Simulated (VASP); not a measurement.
# HgSe (pbesol) (F-43m) in VASP: further runs

Runs on HgSe (pbesol). Level: PBEsol. Tasks: single point, relaxation of cell and atoms.

All numbers are computed with VASP 6.6.1; they aren't measurements. Logs are shortened: lines on timing, memory, paths and dates and some standing lists are left out, and cuts for length are marked.

### Step 1. The undisturbed crystal

Symmetry: F-43m, No. 216, cubic system. The conventional cell has a = 6.133 Å, b = 6.133 Å, c = 6.133 Å, α = 90.00°, β = 90.00°, γ = 90.00°. Hg (site symmetry -43m) has 4 Se at 2.66 Å as nearest neighbours. Around Se (site symmetry -43m) lie 4 Hg at 2.66 Å.

### Step 2. Single point, PBEsol (cell and atoms relaxed tightly for response)

INCAR reads:

```
SYSTEM = HgSe
ALGO = Fast
EDIFF = 1E-6
ENCUT = 520
GGA = PS
ISIF = 2
ISMEAR = -1
LASPH = .True.
LCHARG = .False.
LREAL = .False.
LWAVE = .False.
NBANDS = 16
NELM = 100
PREC = Accurate
SIGMA = 0.15
```

KPOINTS reads:

```
k-points
0
Gamma
  12 12 12
  0 0 0
```

POSCAR reads:

```
HgSe
1.0
    0.0000000000      3.0669646843      3.0669646843
    3.0669646843      0.0000000000      3.0669646843
    3.0669646843      3.0669646843      0.0000000000
Hg Se
1 1
Direct
    0.0000000000      0.0000000000      0.0000000000
    0.2500000000      0.2500000000      0.2500000000
```

Potentials or basis: VASP PAW PBE potentials, release 64 (Hg, Se).

Run with:

```
$ cat potpaw_PBE.64/Hg/POTCAR potpaw_PBE.64/Se/POTCAR > POTCAR
$ mpirun -np 1 vasp_std > vasp.out
```

OUTCAR:

```text
SYSTEM = HgSe
   EDIFF = 1E-6
   ENCUT = 520
   GGA = PS
   ISIF = 2
   ISMEAR = -1
   LASPH = .True.
   LREAL = .False.
   NELM = 100
   PREC = Accurate

 ion  position               nearest neighbor table
   1  0.000  0.000  0.000-   2 2.66   2 2.66   2 2.66   2 2.66
   2  0.250  0.250  0.250-   1 2.66   1 2.66   1 2.66   1 2.66

  LATTYP: Found a face centered cubic cell.
 ALAT       =     6.1339293686

  Lattice vectors:

 A1 = (   0.0000000000,   3.0669646843,   3.0669646843)
 A2 = (   3.0669646843,   0.0000000000,   3.0669646843)
 A3 = (   3.0669646843,   3.0669646843,   0.0000000000)

Analysis of symmetry for initial positions (statically):
=====================================================================
 Subroutine PRICEL returns:
 Original cell was already a primitive cell.

 Routine SETGRP: Setting up the symmetry group for a
 face centered cubic supercell.

 Subroutine GETGRP returns: Found 24 space group operations
 (whereof 24 operations were pure point group operations)
 out of a pool of 48 trial point group operations.

The static configuration has the point symmetry T_d .

Analysis of symmetry for dynamics (positions and initial velocities):
=====================================================================
 Subroutine PRICEL returns:
 Original cell was already a primitive cell.

 Routine SETGRP: Setting up the symmetry group for a
 face centered cubic supercell.

 Subroutine GETGRP returns: Found 24 space group operations
 (whereof 24 operations were pure point group operations)
 out of a pool of 48 trial point group operations.

The dynamic configuration has the point symmetry T_d .

 Subroutine INISYM returns: Found 24 space group operations
 (whereof 24 operations are pure point group operations),
 and found     1 'primitive' translations

----------------------------------------------------------------------------------------

                                     Primitive cell

  volume of cell :      57.6974

  direct lattice vectors                    reciprocal lattice vectors
     0.000000000  3.066964684  3.066964684    -0.163027635  0.163027635  0.163027635
     3.066964684  0.000000000  3.066964684     0.163027635 -0.163027635  0.163027635
     3.066964684  3.066964684  0.000000000     0.163027635  0.163027635 -0.163027635

  length of vectors
     4.337343052  4.337343052  4.337343052     0.282372147  0.282372147  0.282372147

  position of ions in fractional coordinates (direct lattice)
     0.000000000  0.000000000  0.000000000
     0.250000000  0.250000000  0.250000000

  ion indices of the primitive-cell ions
   primitive index   ion index
                 1           1
                 2           2

----------------------------------------------------------------------------------------

 KPOINTS: k-points

Automatic generation of k-mesh.
 Grid dimensions read from file:
 generate k-points for:   12   12   12

 Generating k-lattice:

  Cartesian coordinates                     Fractional coordinates (reciprocal lattice)
    -0.013585636  0.013585636  0.013585636     0.083333333  0.000000000  0.000000000
     0.013585636 -0.013585636  0.013585636     0.000000000  0.083333333  0.000000000
     0.013585636  0.013585636 -0.013585636     0.000000000  0.000000000  0.083333333

  Length of vectors
     0.023531012  0.023531012  0.023531012

  Shift w.r.t. Gamma in fractional coordinates (k-lattice)
     0.000000000  0.000000000  0.000000000

 Subroutine IBZKPT returns following result:
 ===========================================

 Found     72 irreducible k-points:

 Following reciprocal coordinates:
            Coordinates               Weight
  0.000000  0.000000  0.000000      1.000000
  0.083333  0.000000  0.000000      8.000000
  0.166667  0.000000  0.000000      8.000000
  0.250000  0.000000  0.000000      8.000000
  0.333333  0.000000  0.000000      8.000000
  0.416667  0.000000  0.000000      8.000000
[... 16 lines left out ...]
  0.500000  0.166667  0.000000     24.000000
 -0.416667  0.166667  0.000000     24.000000
 [... further k-points ...]
   k-points           NKPTS =     72   k-points in BZ     NKDIM =     72   number of bands    NBANDS=     16
   number of dos      NEDOS =    301   number of ions     NIONS =      2
   total plane-waves  NPLWV =  32768
   dimension x,y,z NGX =    32 NGY =   32 NGZ =   32
   dimension x,y,z NGXF=    64 NGYF=   64 NGZF=   64
   ions per type =               1   1
   NGX,Y,Z   is equivalent  to a cutoff of  12.27, 12.27, 12.27 a.u.
   NGXF,Y,Z  is equivalent  to a cutoff of  24.53, 24.53, 24.53 a.u.
 SYSTEM =  HgSe
   PREC   = accura    normal or accurate (medium, high low for compatibility)
   ISTART =      0    job   : 0-new  1-cont  2-samecut
   ICHARG =      2    charge: 1-file 2-atom 10-const
   ISPIN  =      1    spin polarized calculation?
   LNONCOLLINEAR =      F non collinear calculations
   LSORBIT =      F    spin-orbit coupling
   LASPH  =      T    aspherical Exc in radial PAW
   ENCUT  =  520.0 eV  38.22 Ry    6.18 a.u.   8.06  8.06  8.06*2*pi/ulx,y,z
   NELM   =    100;   NELMIN=  2; NELMDL= -5     # of ELM steps
   EDIFF  = 0.1E-05   stopping-criterion for ELM
   LREAL  =      F    real-space projection
   EDIFFG = 0.1E-04   stopping-criterion for IOM
   NSW    =      0    number of steps for IOM
   IBRION =     -1    ionic relax: 0-MD 1-quasi-New 2-CG
   NFREE  =      0    steps in history (QN), initial steepest desc. (CG)
   ISIF   =      2    stress and relaxation
   ISYM   =      2    0-nonsym 1-usesym 2-fastsym
   POTIM  = 0.5000    time-step for ionic-motion
   TEBEG  =    0.0;   TEEND  =   0.0 temperature during run
   PSTRESS=    0.0 pullay stress
   NELECT =      18.0000    total number of electrons
   NUPDOWN=      -1.0000    fix difference up-down
   EMIN   =  10.00;   EMAX   =-10.00  energy-range for DOS
   EFERMI =   0.00;   METHOD = LEGACY
   ISMEAR =    -1;   SIGMA  =   0.15  broadening in eV -4-tet -1-fermi 0-gaus
   EFERMI_NEDOS =   21; number of points for ismear=-14 and -15
   IALGO  =     68    algorithm
   IMIX   =      4    mixing-type and parameters
     AMIX     =   0.40;   BMIX     =  1.00
     AMIX_MAG =   1.60;   BMIX_MAG =  1.00
  volume/ion in A,a.u.               =      28.85       194.68
  Fermi-wavevector in a.u.,A,eV,Ry     =   1.110317  2.098194 16.773307  1.232803
  Thomas-Fermi vector in A             =   2.246867
   LORBIT       =      0    0 simple, 1 ext, 2 COOP (PROOUT), +10 PAW based schemes
   GGA     = PS    functional components
   LHFCALC =     F    Hartree Fock is set to
   AEXX    =    0.0000 exact exchange contribution
   IVDW    =     0    specifies the selected vdW correction
   LEPSILON=     F    determine dielectric tensor
   LRPA    =     F    only Hartree local field effects (RPA)
 non-spin polarized calculation
 RMM-DIIS sequential band-by-band and
  energy-cutoff  :      520.00
  volume of cell :       57.70
 maximum number of plane-waves:      1588
   NGX = 17   NGY = 17   NGZ = 17

 number of electron      18.0000001 magnetization

 Free energy of the ion-electron system (eV)
  ---------------------------------------------------
  ext. energy  EPLUGINS =         0.00000000
  ---------------------------------------------------
  free energy    TOTEN  =        -4.81296602 eV

  energy without entropy =       -4.80543582  energy(sigma->0) =       -4.80920092

 E-fermi :   1.6361     XC(G=0):  -9.1379

 val. band max:        1.3676747967   @ k =   0.0000   0.0000   0.0000
 cond. band min:       1.6937760204   @ k =   0.0833   0.0000   0.0000
 fundamental gap:      0.3261012237
 Fermi energy:         1.6361489288

 k-point     1 :       0.0000    0.0000    0.0000
  band No.  band energies     occupation
      1     -11.9474      2.00000
      2      -5.6546      2.00000
      3      -5.6546      2.00000
      4      -5.6546      2.00000
      5      -4.9453      2.00000
      6      -4.9453      2.00000
[... 8 lines left out ...]
     15      12.5967      0.00000
     16      12.5969      0.00000

 k-point     2 :       0.0833    0.0000    0.0000
  band No.  band energies     occupation
      1     -11.9185      2.00000
      2      -5.6438      2.00000
      3      -5.6412      2.00000
      4      -5.6412      2.00000
      5      -4.9467      2.00000
      6      -4.9467      2.00000
[... 8 lines left out ...]
     15      12.0094      0.00000
     16      12.0094      0.00000

 k-point     3 :       0.1667    0.0000    0.0000
  band No.  band energies     occupation
      1     -11.8383      2.00000
      2      -5.6056      2.00000
      3      -5.6056      2.00000
      4      -5.5992      2.00000
      5      -4.9478      2.00000
      6      -4.9478      2.00000
[... 8 lines left out ...]
     15      11.5166      0.00000
     16      11.5166      0.00000

 k-point     4 :       0.2500    0.0000    0.0000
  band No.  band energies     occupation
      1     -11.7259      2.00000
      2      -5.5608      2.00000
      3      -5.5608      2.00000
      4      -5.4899      2.00000
      5      -4.9427      2.00000
      6      -4.9427      2.00000
[... 8 lines left out ...]
     15      11.4252      0.00000
     16      11.4252      0.00000

 k-point     5 :       0.3333    0.0000    0.0000
  band No.  band energies     occupation
      1     -11.6101      2.00000
      2      -5.5220      2.00000
      3      -5.5220      2.00000
      4      -5.2784      2.00000
      5      -4.9277      2.00000
      6      -4.9277      2.00000
[... 8 lines left out ...]
     15      11.8015      0.00000
     16      11.8015      0.00000

 k-point     6 :       0.4167    0.0000    0.0000
  band No.  band energies     occupation
      1     -11.5232      2.00000
      2      -5.4984      2.00000
      3      -5.4984      2.00000
      4      -4.9437      2.00000
      5      -4.9093      2.00000
      6      -4.9093      2.00000
[... 8 lines left out ...]
     15      12.5298      0.00000
     16      12.5298      0.00000

 k-point     7 :       0.5000    0.0000    0.0000
  band No.  band energies     occupation
      1     -11.4909      2.00000
      2      -5.4910      2.00000
      3      -5.4910      2.00000
      4      -4.9009      2.00000
      5      -4.9009      2.00000
      6      -4.6436      2.00000
[... 8 lines left out ...]
     15      13.0748      0.00000
     16      13.0748      0.00000

 k-point     8 :       0.0833    0.0833    0.0000
  band No.  band energies     occupation
      1     -11.9088      2.00000
      2      -5.6555      2.00000
      3      -5.6290      2.00000
      4      -5.6290      2.00000
      5      -4.9562      2.00000
      6      -4.9383      2.00000
[... 8 lines left out ...]
     15      11.2999      0.00000
     16      12.6202      0.00000

 k-point     9 :       0.1667    0.0833    0.0000
  band No.  band energies     occupation
      1     -11.8457      2.00000
      2      -5.6394      2.00000
      3      -5.5932      2.00000
      4      -5.5907      2.00000
      5      -4.9655      2.00000
      6      -4.9321      2.00000
[... 8 lines left out ...]
     15      11.2456      0.00000
     16      12.2397      0.00000
[... 172 lines left out ...]
 k-point    19 :       0.1667    0.1667    0.0000
  band No.  band energies     occupation
      1     -11.8018      2.00000
      2      -5.6482      2.00000
      3      -5.5550      2.00000
      4      -5.5550      2.00000
      5      -4.9819      2.00000
      6      -4.9190      2.00000
[... 8 lines left out ...]
     15      11.9063      0.00000
     16      12.6889      0.00000

 k-point    20 :       0.2500    0.1667    0.0000
  band No.  band energies     occupation
      1     -11.7169      2.00000
      2      -5.6183      2.00000
      3      -5.5033      2.00000
      4      -5.4938      2.00000
      5      -4.9882      2.00000
      6      -4.9072      2.00000
[... 8 lines left out ...]
     15      12.5746      0.00000
     16      12.6037      0.00000

 k-point    21 :       0.3333    0.1667    0.0000
  band No.  band energies     occupation
      1     -11.6123      2.00000
      2      -5.5560      2.00000
      3      -5.4551      2.00000
      4      -5.3888      2.00000
      5      -4.9681      2.00000
      6      -4.8954      2.00000
[... 8 lines left out ...]
     15      12.5729      0.00000
     16      12.6670      0.00000

 k-point    22 :       0.4167    0.1667    0.0000
  band No.  band energies     occupation
      1     -11.5156      2.00000
      2      -5.5030      2.00000
      3      -5.4240      2.00000
      4      -5.2082      2.00000
      5      -4.8936      2.00000
      6      -4.8877      2.00000
[... 8 lines left out ...]
     15      12.5014      0.00000
     16      13.1104      0.00000

 k-point    23 :       0.5000    0.1667    0.0000
  band No.  band energies     occupation
      1     -11.4543      2.00000
      2      -5.4762      2.00000
      3      -5.4140      2.00000
      4      -5.0343      2.00000
      5      -4.8935      2.00000
      6      -4.7013      2.00000
[... 8 lines left out ...]
     15      12.5786      0.00000
     16      13.2114      0.00000

 k-point    24 :      -0.4167    0.1667    0.0000
  band No.  band energies     occupation
      1     -11.4464      2.00000
      2      -5.4662      2.00000
      3      -5.4237      2.00000
      4      -4.9682      2.00000
      5      -4.9169      2.00000
      6      -4.6463      2.00000
[... 8 lines left out ...]
     15      12.3353      0.00000
     16      12.5274      0.00000

 [... further k-points ...]

------------------------ aborting loop because EDIFF is reached ----------------------------------------

  FORCE on cell =-STRESS in cart. coord.  units (eV):
  Direction    XX          YY          ZZ          XY          YZ          ZX
  --------------------------------------------------------------------------------------
  -------------------------------------------------------------------------------------
  Total        0.1041548      0.1041548      0.1041548      0.0000000      0.0000000      0.0000000
  in kB        2.8922344      2.8922344      2.8922344      0.0000000      0.0000000      0.0000000
  external PRESSURE =       2.8922344 kB  Pullay stress =       0.0000000 kB

 VOLUME and BASIS-vectors are now :
 -----------------------------------------------------------------------------
  energy-cutoff  :      520.00
  volume of cell :       57.70
      direct lattice vectors                 reciprocal lattice vectors
     0.000000000  3.066964684  3.066964684    -0.163027635  0.163027635  0.163027635
     3.066964684  0.000000000  3.066964684     0.163027635 -0.163027635  0.163027635
     3.066964684  3.066964684  0.000000000     0.163027635  0.163027635 -0.163027635

 POSITION                                       TOTAL-FORCE (eV/Angst)
 -----------------------------------------------------------------------------------
      0.00000      0.00000      0.00000        -0.000000     -0.000000     -0.000000
      1.53348      1.53348      1.53348         0.000000      0.000000      0.000000
 -----------------------------------------------------------------------------------
    total drift:                               -0.000000     -0.000000     -0.000000

  FREE ENERGIE OF THE ION-ELECTRON SYSTEM (eV)
  ---------------------------------------------------
  free  energy   TOTEN  =        -4.8129660201 eV

  energy  without entropy=       -4.8054358234  energy(sigma->0) =       -4.80920092
```

Run time: 32 s. Hardware: 1 thread of Intel Xeon Platinum 8488C (Sapphire Rapids), shared host; peak memory 0.22 GiB.

Results:

```yaml
Free_energy: -4.8130 eV
Pressure: 0.3 GPa
Band_gap_on_the_k_mesh: none (metal or under the smearing width)
```

Caveat: the PAW data sets were made with another functional, which shifts forces and pressure a little. Spin-orbit coupling is left out, which matters for the levels of Hg.

[end of part 1 of 2]
